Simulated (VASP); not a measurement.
# CuO (F-43m) in VASP: further runs

One crystal, CuO, is run at these levels: PBE; tasks: core levels, phonons, elastic constants, Wannier functions by SCDM.

Program: VASP 6.6.1. These are calculated values, not measurements. Logs are shortened: lines on timing, memory, paths and dates and some standing lists are left out, and cuts for length are marked.

## (1) Starting point

The structure is cubic, space group F-43m (No. 216). Conventional cell: a = 4.655 Å, b = 4.655 Å, c = 4.655 Å, α = 90.00°, β = 90.00°, γ = 90.00°. Around Cu (site symmetry -43m) lie 4 O at 2.02 Å. Around O (site symmetry -43m) lie 4 Cu at 2.02 Å.

Measurements of this composition are mostly on another form, of space group No. 15.

## (2) Core levels, PBE

Contents of INCAR:

```
SYSTEM = CuO
ALGO     = Normal         ! electronic algorithm
EDIFF    = 1E-6           ! SCF threshold, eV
ENCUT    = 520            ! plane-wave cutoff, eV
GGA      = PE             ! functional
ICORELEVEL= 1            
ISIF     = 2              ! what is computed and relaxed
ISMEAR   = 0              ! smearing method
LASPH    = .TRUE.         ! aspherical terms in the spheres
LCHARG   = .FALSE.        ! write CHGCAR
LREAL    = .FALSE.        ! projectors in reciprocal space
LWAVE    = .FALSE.        ! write WAVECAR
NELM     = 80             ! most SCF steps
PREC     = Accurate       ! precision mode
SIGMA    = 0.02           ! smearing width, eV
```

Contents of KPOINTS:

```
k-points
0
G
  10 10 10
  0 0 0
```

Contents of POSCAR:

```
CuO
1.0
    0.0000000000      2.3272527300      2.3272527300
    2.3272527300      0.0000000000      2.3272527300
    2.3272527300      2.3272527300      0.0000000000
Cu O
1 1
Direct
    0.0000000000      0.0000000000      0.0000000000
    0.2500000000      0.2500000000      0.2500000000
```

Potentials or basis: VASP PAW PBE potentials, release 64 (Cu, O).

Started as:

```
$ cat potpaw_PBE.64/Cu/POTCAR potpaw_PBE.64/O/POTCAR > POTCAR
$ mpirun -np 1 vasp_std > vasp.out
```

OUTCAR:

```text
SYSTEM = CuO
   EDIFF = 1E-6
   ENCUT = 520
   GGA = PE
   ISIF = 2
   ISMEAR = 0
   LASPH = .TRUE.
   LREAL = .FALSE.
   NELM = 80
   PREC = Accurate

 ion  position               nearest neighbor table
   1  0.000  0.000  0.000-   2 2.02   2 2.02   2 2.02   2 2.02
   2  0.250  0.250  0.250-   1 2.02   1 2.02   1 2.02   1 2.02

  LATTYP: Found a face centered cubic cell.
 ALAT       =     4.6545054600

  Lattice vectors:

 A1 = (   0.0000000000,   2.3272527300,   2.3272527300)
 A2 = (   2.3272527300,   0.0000000000,   2.3272527300)
 A3 = (   2.3272527300,   2.3272527300,   0.0000000000)

Analysis of symmetry for initial positions (statically):
=====================================================================
 Subroutine PRICEL returns:
 Original cell was already a primitive cell.

 Routine SETGRP: Setting up the symmetry group for a
 face centered cubic supercell.

 Subroutine GETGRP returns: Found 24 space group operations
 (whereof 24 operations were pure point group operations)
 out of a pool of 48 trial point group operations.

The static configuration has the point symmetry T_d .

Analysis of symmetry for dynamics (positions and initial velocities):
=====================================================================
 Subroutine PRICEL returns:
 Original cell was already a primitive cell.

 Routine SETGRP: Setting up the symmetry group for a
 face centered cubic supercell.

 Subroutine GETGRP returns: Found 24 space group operations
 (whereof 24 operations were pure point group operations)
 out of a pool of 48 trial point group operations.

The dynamic configuration has the point symmetry T_d .

 Subroutine INISYM returns: Found 24 space group operations
 (whereof 24 operations are pure point group operations),
 and found     1 'primitive' translations

----------------------------------------------------------------------------------------

                                     Primitive cell

  volume of cell :      25.2093

  direct lattice vectors                    reciprocal lattice vectors
     0.000000000  2.327252730  2.327252730    -0.214845596  0.214845596  0.214845596
     2.327252730  0.000000000  2.327252730     0.214845596 -0.214845596  0.214845596
     2.327252730  2.327252730  0.000000000     0.214845596  0.214845596 -0.214845596

  length of vectors
     3.291232374  3.291232374  3.291232374     0.372123488  0.372123488  0.372123488

  position of ions in fractional coordinates (direct lattice)
     0.000000000  0.000000000  0.000000000
     0.250000000  0.250000000  0.250000000
[... 83 lines left out ...]
   ISIF   =      2    stress and relaxation
   ISYM   =      2    0-nonsym 1-usesym 2-fastsym
   POTIM  = 0.5000    time-step for ionic-motion
   TEBEG  =    0.0;   TEEND  =   0.0 temperature during run
   PSTRESS=    0.0 pullay stress
   NELECT =      17.0000    total number of electrons
   NUPDOWN=      -1.0000    fix difference up-down
   EMIN   =  10.00;   EMAX   =-10.00  energy-range for DOS
   EFERMI =   0.00;   METHOD = LEGACY
   ISMEAR =     0;   SIGMA  =   0.02  broadening in eV -4-tet -1-fermi 0-gaus
   EFERMI_NEDOS =   21; number of points for ismear=-14 and -15
   IALGO  =     38    algorithm
   IMIX   =      4    mixing-type and parameters
     AMIX     =   0.40;   BMIX     =  1.00
     AMIX_MAG =   1.60;   BMIX_MAG =  1.00
  volume/ion in A,a.u.               =      12.60        85.06
  Fermi-wavevector in a.u.,A,eV,Ry     =   1.435614  2.712916 28.041426  2.060987
  Thomas-Fermi vector in A             =   2.554893
   LORBIT       =      0    0 simple, 1 ext, 2 COOP (PROOUT), +10 PAW based schemes
   GGA     = PE    functional components
   LHFCALC =     F    Hartree Fock is set to
   AEXX    =    0.0000 exact exchange contribution
   IVDW    =     0    specifies the selected vdW correction
   LEPSILON=     F    determine dielectric tensor
   LRPA    =     F    only Hartree local field effects (RPA)
 non-spin polarized calculation
 Gauss-broadening in eV      SIGMA  =   0.02
  energy-cutoff  :      520.00
  volume of cell :       25.21
 maximum number of plane-waves:       700
   NGX = 13   NGY = 13   NGZ = 13

 number of electron      16.9999985 magnetization

 Free energy of the ion-electron system (eV)
  ---------------------------------------------------
  ext. energy  EPLUGINS =         0.00000000
  ---------------------------------------------------
  free energy    TOTEN  =        -9.49612595 eV

  energy without entropy =       -9.49521690  energy(sigma->0) =       -9.49567142

 the core state eigenenergies are
   1-  1s  -8844.7918  2s  -1057.0420  2p   -911.5027  3s   -108.9062  3p    -66.2749

   2-  1s   -503.0538

 E-fermi :   3.0486     XC(G=0): -10.5759

 val. band max:        3.0480331204   @ k =   0.3000   0.2000   0.1000
 cond. band min:       3.0596305815   @ k =   0.5000   0.0000   0.0000
 fundamental gap:      0.0115974611
 Fermi energy:         3.0486369668

 k-point     1 :       0.0000    0.0000    0.0000
  band No.  band energies     occupation
      1     -15.2068      2.00000
      2      -1.2921      2.00000
      3      -1.2921      2.00000
      4      -1.2921      2.00000
      5       1.2349      2.00000
      6       1.2349      2.00000
      7       3.7810      0.00000
      8       3.7811      0.00000
      9       3.7811      0.00000
     10       3.9611      0.00000
     11      16.9177      0.00000
     12      16.9177      0.00000
[... 271 lines left out ...]
 k-point    20 :      -0.4000    0.2000    0.0000
  band No.  band energies     occupation
      1     -14.6026      2.00000

------------------------ aborting loop because EDIFF is reached ----------------------------------------

  FORCE on cell =-STRESS in cart. coord.  units (eV):
  Direction    XX          YY          ZZ          XY          YZ          ZX
  --------------------------------------------------------------------------------------
  -------------------------------------------------------------------------------------
  Total       -1.4463518     -1.4463518     -1.4463518      0.0000000      0.0000000      0.0000000
  in kB      -91.9229372    -91.9229372    -91.9229372      0.0000000      0.0000000      0.0000000
  external PRESSURE =     -91.9229372 kB  Pullay stress =       0.0000000 kB

 VOLUME and BASIS-vectors are now :
 -----------------------------------------------------------------------------
  energy-cutoff  :      520.00
  volume of cell :       25.21
      direct lattice vectors                 reciprocal lattice vectors
     0.000000000  2.327252730  2.327252730    -0.214845596  0.214845596  0.214845596
     2.327252730  0.000000000  2.327252730     0.214845596 -0.214845596  0.214845596
     2.327252730  2.327252730  0.000000000     0.214845596  0.214845596 -0.214845596

 POSITION                                       TOTAL-FORCE (eV/Angst)
 -----------------------------------------------------------------------------------
      0.00000      0.00000      0.00000         0.000000      0.000000      0.000000
      1.16363      1.16363      1.16363        -0.000000     -0.000000     -0.000000
 -----------------------------------------------------------------------------------
    total drift:                               -0.000000     -0.000000     -0.000001

  FREE ENERGIE OF THE ION-ELECTRON SYSTEM (eV)
  ---------------------------------------------------
  free  energy   TOTEN  =        -9.4961259455 eV

  energy  without entropy=       -9.4952169014  energy(sigma->0) =       -9.49567142
```

OSZICAR:

```text
N       E                     dE             d eps       ncg     rms          rms(c)
DAV:   1     0.115533979054E+03    0.11553E+03   -0.85345E+03  1156   0.199E+03
DAV:   2    -0.966215031098E+00   -0.11650E+03   -0.10629E+03  1148   0.334E+02
DAV:   3    -0.123348015709E+02   -0.11369E+02   -0.10804E+02  1412   0.118E+02
DAV:   4    -0.125666331054E+02   -0.23183E+00   -0.23047E+00  1236   0.168E+01
DAV:   5    -0.125709692921E+02   -0.43362E-02   -0.43357E-02  1388   0.223E+00    0.120E+01
DAV:   6    -0.117051273770E+02    0.86584E+00   -0.30606E+01  1512   0.154E+02    0.108E+01
DAV:   7    -0.947391580428E+01    0.22312E+01   -0.89763E+00  1508   0.120E+02    0.159E+00
DAV:   8    -0.951623277539E+01   -0.42317E-01   -0.68361E-01  1144   0.849E+00    0.994E-01
DAV:   9    -0.950091449031E+01    0.15318E-01   -0.74687E-02  1916   0.709E+00    0.529E-01
DAV:  10    -0.949658333859E+01    0.43312E-02   -0.11287E-02  1736   0.240E+00    0.305E-01
DAV:  11    -0.949625175021E+01    0.33159E-03   -0.74392E-03  1708   0.117E+00    0.874E-02
DAV:  12    -0.949616439737E+01    0.87353E-04   -0.22484E-04  1260   0.205E-01    0.578E-02
DAV:  13    -0.949612720084E+01    0.37197E-04   -0.36331E-04  1732   0.296E-01    0.191E-02
DAV:  14    -0.949612815274E+01   -0.95190E-06   -0.16478E-05  1552   0.890E-02    0.158E-02
DAV:  15    -0.949612618863E+01    0.19641E-05   -0.54149E-06  1716   0.286E-02    0.462E-03
DAV:  16    -0.949612594554E+01    0.24309E-06   -0.85495E-07   664   0.161E-02
   1 F= -.94961259E+01 E0= -.94956714E+01  d E =-.909044E-03
```

stdout:

```text
POSCAR found type information on POSCAR CuO
 POSCAR found :  2 types and       2 ions
 scaLAPACK will be used
 LDA part: xc-table for (Slater+PW92), standard interpolation
 POSCAR, INCAR and KPOINTS ok, starting setup
 FFT: planning ... GRIDC
 FFT: planning ... GRID_SOFT
 FFT: planning ... GRID
 WAVECAR not read
 entering main loop
```

Wall time 16 s (1 thread of Intel Xeon Platinum 8259CL at 2.50GHz (Skylake/Cascade Lake), shared host); peak memory 0.14 GiB.

What came out:

```
Free energy            : -9.4961 eV
Pressure               : -9.2 GPa
Band gap on the k mesh : none (metal or under the smearing width)
```

Core levels (eV, on the scale of the bands):
| atom | levels |
| --- | --- |
| 1 Cu | 1s -8844.8, 2s -1057.0, 2p -911.5, 3s -108.9, 3p -66.3 |
| 2 O | 1s -503.1 |

Caveat: an odd number of electrons without spin polarisation forces a metal; a magnetic or distorted state may lie lower; the run has no spin polarisation, though such a crystal can be magnetic; semilocal functionals often make such compounds metallic where correlation or magnetic order opens a gap, which also shifts bond lengths. With open d or f shells a metallic result of PBE can be an artefact of self-interaction; +U or a hybrid may open a gap.

## (3) Phonons, PBE

POSCAR is that of step 2.

Contents of INCAR.step1:

```
  ALGO = Normal
  EDIFF = 1E-8
  EDIFFG = -0.002
  ENCUT = 600
  GGA = PE
  IBRION = 2
  ISIF = 3
  ISMEAR = 0
  LASPH = T
  LCHARG = F
  LREAL = F
  LWAVE = F
  NELM = 60
  NSW = 40
  PREC = Accurate
  SIGMA = 0.02
```

Contents of INCAR.step2:

```
  ALGO = Normal
  EDIFF = 1E-8
  ENCUT = 600
  GGA = PE
  IBRION = 8
  ISIF = 2
  ISMEAR = 0
  LASPH = T
  LCHARG = F
  LREAL = F
  LWAVE = F
  NELM = 60
  NSW = 1
  PREC = Accurate
  SIGMA = 0.02
```

Contents of KPOINTS:

```
k-points
0
Gamma
  7 7 7
```

Potentials or basis: VASP PAW PBE potentials, release 64 (Cu, O).

Started as:

```
$ cat potpaw_PBE.64/Cu/POTCAR potpaw_PBE.64/O/POTCAR > POTCAR
$ cp INCAR.step1 INCAR
$ mpirun -np 1 vasp_std > vasp.out
$ cp CONTCAR POSCAR
$ cp INCAR.step2 INCAR
$ mpirun -np 1 vasp_std > vasp.out
```

OUTCAR:

```text
EDIFF = 1E-8
   ENCUT = 600
   GGA = PE
   IBRION = 8
   ISIF = 2
   ISMEAR = 0
   LASPH = T
   LREAL = F
   NELM = 60
   NSW = 1
   PREC = Accurate

 ion  position               nearest neighbor table
   1  0.000  0.000  0.000-   2 1.96   2 1.96   2 1.96   2 1.96
   2  0.250  0.250  0.250-   1 1.96   1 1.96   1 1.96   1 1.96

  LATTYP: Found a face centered cubic cell.
 ALAT       =     4.5279456893

  Lattice vectors:

 A1 = (   0.0000000000,   2.2639728446,   2.2639728446)
 A2 = (   2.2639728446,   0.0000000000,   2.2639728446)
[... 549 lines left out ...]
               1X          1Y          1Z          2X          2Y          2Z
  1X    -1.435712    0.000000    0.000000    1.435712    0.000000    0.000000
  1Y     0.000000   -1.435712    0.000000    0.000000    1.435712    0.000000
  1Z     0.000000    0.000000   -1.435712    0.000000    0.000000    1.435712
  2X     1.402292    0.000000    0.000000   -1.402292    0.000000    0.000000
  2Y     0.000000    1.402292    0.000000    0.000000   -1.402292    0.000000
  2Z     0.000000    0.000000    1.402292    0.000000    0.000000   -1.402292

 Eigenvectors and eigenvalues of the dynamical matrix
 ----------------------------------------------------

   1 f  =    5.190609 THz    32.613561 2PiTHz  173.140096 cm-1    21.466626 meV
             X         Y         Z           dx          dy          dz
      0.000000  0.000000  0.000000     0.000000    0.452732    0.000000
      1.131986  1.131986  1.131986     0.000000   -0.891647    0.000000
[... 21 lines left out ...]
   6 f/i=    0.024675 THz     0.155040 2PiTHz    0.823082 cm-1     0.102049 meV
             X         Y         Z           dx          dy          dz
      0.000000  0.000000  0.000000     0.000000    0.000000    0.891647
      1.131986  1.131986  1.131986     0.000000    0.000000    0.452732

--------------------------------------------------------------------------------------------------------

 ELASTIC MODULI CONTR FROM IONIC RELAXATION (kBar)
 Direction    XX          YY          ZZ          XY          YZ          ZX
 --------------------------------------------------------------------------------
 XX          -0.0000      0.0000      0.0000      0.0000     -0.0000     -0.0000
 YY           0.0000     -0.0000      0.0000      0.0000      0.0000      0.0000
 ZZ           0.0000      0.0000     -0.0000     -0.0000      0.0000     -0.0000
 XY           0.0000      0.0000     -0.0000   -471.6474      0.0000      0.0000
 YZ          -0.0000      0.0000      0.0000      0.0000   -471.6474     -0.0000
 ZX          -0.0000      0.0000     -0.0000      0.0000     -0.0000   -471.6474
 --------------------------------------------------------------------------------
```

OUTCAR.step1:

```text
EDIFF = 1E-8
   EDIFFG = -0.002
   ENCUT = 600
   GGA = PE
   IBRION = 2
   ISIF = 3
   ISMEAR = 0
   LASPH = T
   LREAL = F
   NELM = 60
   NSW = 40
   PREC = Accurate

[... 584 lines left out ...]
      1     -14.8891      2.00000
      2      -0.8921      2.00000
      3      -0.8921      2.00000
      4      -0.8921      2.00000
      5       1.9499      2.00000
      6       1.9499      2.00000
      7       4.7726      0.00000
      8       4.7726      0.00000
      9       4.7726      0.00000
     10       4.9616      0.00000
     11      18.3333      0.00000
     12      18.3333      0.00000
[... 312 lines left out ...]
  FREE ENERGIE OF THE ION-ELECTRON SYSTEM (eV)
  ---------------------------------------------------
  free  energy   TOTEN  =        -9.5613252193 eV

  energy  without entropy=       -9.5598920049  energy(sigma->0) =       -9.56060861

 reached required accuracy - stopping structural energy minimisation
```

It took 2.6 min on 1 thread of Intel Xeon Platinum 8259CL at 2.50GHz (Skylake/Cascade Lake), shared host; peak memory 0.2 GiB.

Results:

```
Relaxed volume                                          : 11.60 Å³/atom
Relaxed cell                                            : a = 3.202 Å, b = 3.202 Å, c = 3.202 Å, α = 60.00°, β = 60.00°, γ = 60.00°
Space group after relaxing (to 0.05 Å)                  : F-43m (No. 216)
Highest phonon frequency at Γ, LO-TO splitting left out : 173 cm⁻¹
```

The path:
```csv
step,energy change (eV),largest force (eV/Å),pressure (GPa),volume (Å³)
1,0.0000,0.0000,-9.29,25.21
2,-0.0562,0.0000,3.61,22.64
3,-0.0625,0.0000,0.02,23.21
```

Final structure:
```yaml
crystal:
  lattice:
    - [0.00000, 2.26397, 2.26397]
    - [2.26397, 0.00000, 2.26397]
    - [2.26397, 2.26397, 0.00000]
  atoms:
    - { symbol: Cu, position: [0.00000, 0.00000, 0.00000] }
    - { symbol: O, position: [0.25000, 0.25000, 0.25000] }
```

Phonon frequencies in cm⁻¹ (negative: imaginary):
| q point | frequencies |
| --- | --- |
| (0.000, 0.000, 0.000) | -1 -1 -1 173 173 173 |

Caveat: the run has no spin polarisation, though such a crystal can be magnetic.

## (4) Elastic constants, PBE

POSCAR is that of step 3.

Contents of INCAR.step1:

```
PREC     = Accurate       # precision mode
ENCUT    = 600            # plane-wave cutoff, eV
EDIFF    = 1E-8           # SCF threshold, eV
ISMEAR   = 0              # smearing method
SIGMA    = 0.02           # smearing width, eV
LREAL    = False          # projectors in reciprocal space
LASPH    = True           # aspherical terms in the spheres
NELM     = 60             # most SCF steps
ALGO     = Normal         # electronic algorithm
ISIF     = 3              # what is computed and relaxed
LWAVE    = False          # write WAVECAR
LCHARG   = False          # write CHGCAR
GGA      = PE             # functional
IBRION   = 2              # ionic algorithm
NSW      = 40             # ionic steps
EDIFFG   = -0.002         # ionic threshold
```

Contents of INCAR.step2:

```
PREC     = Accurate       # precision mode
ENCUT    = 600            # plane-wave cutoff, eV
EDIFF    = 1E-8           # SCF threshold, eV
ISMEAR   = 0              # smearing method
SIGMA    = 0.02           # smearing width, eV
LREAL    = False          # projectors in reciprocal space
LASPH    = True           # aspherical terms in the spheres
NELM     = 60             # most SCF steps
ALGO     = Normal         # electronic algorithm
ISIF     = 3              # what is computed and relaxed
LWAVE    = False          # write WAVECAR
LCHARG   = False          # write CHGCAR
GGA      = PE             # functional
IBRION   = 6              # ionic algorithm
NFREE    = 2            
POTIM    = 0.015          # step
NSW      = 1              # ionic steps
```

Contents of KPOINTS:

```
Automatic mesh
0
Gamma
  7 7 7
```

Started as:

```
$ cat potpaw_PBE.64/Cu/POTCAR potpaw_PBE.64/O/POTCAR > POTCAR
$ cp INCAR.step1 INCAR
$ mpirun -np 1 vasp_std > vasp.out
$ cp CONTCAR POSCAR
$ cp INCAR.step2 INCAR
$ mpirun -np 1 vasp_std > vasp.out
```

Wall time 7.4 min (1 thread of Intel Xeon Platinum 8259CL at 2.50GHz (Skylake/Cascade Lake), shared host); peak memory 0.21 GiB.

The run converged. Its results:

```
Relaxed volume                                          : 11.60 Å³/atom
Relaxed cell                                            : a = 3.202 Å, b = 3.202 Å, c = 3.202 Å, α = 60.00°, β = 60.00°, γ = 60.00°
Space group after relaxing (to 0.05 Å)                  : F-43m (No. 216)
Elastic constants C11, C12, C44                         : 145, 130, 33 GPa
Voigt bulk modulus                                      : 135 GPa
Highest phonon frequency at Γ, LO-TO splitting left out : 258 cm⁻¹
```

Step by step:
| step | energy change (eV) | largest force (eV/Å) | pressure (GPa) | volume (Å³) |
| --- | --- | --- | --- | --- |
| 1 | 0.0000 | 0.0000 | -9.29 | 25.21 |
| 2 | -0.0562 | 0.0000 | 3.61 | 22.64 |
| 3 | -0.0625 | 0.0000 | 0.02 | 23.21 |

Final structure:
```
Cu O
1.0
     0.00000    2.26397    2.26397
     2.26397    0.00000    2.26397
     2.26397    2.26397    0.00000
Cu O
1 1
Direct
  0.00000 0.00000 0.00000
  0.25000 0.25000 0.25000
```

Phonon frequencies in cm⁻¹ (negative: imaginary):
```
              q point        frequencies
(0.000, 0.000, 0.000)  0 0 0 258 258 258
```

Elastic tensor in Voigt notation (GPa, in the Cartesian axes of the cell as first typed):
```
145 130 130   0   0   0
130 145 130   0   0   0
130 130 145   0   0   0
  0   0   0  33   0   0
  0   0   0   0  33   0
  0   0   0   0   0  33
```

Clamped-ion elastic tensor (GPa):
```
145 130 130   0   0   0
130 145 130   0   0   0
130 130 145   0   0   0
  0   0   0  64   0   0
  0   0   0   0  64   0
  0   0   0   0   0  64
```

Caveat: the run has no spin polarisation, though such a crystal can be magnetic.

(Part 1 of 2 ends here.)
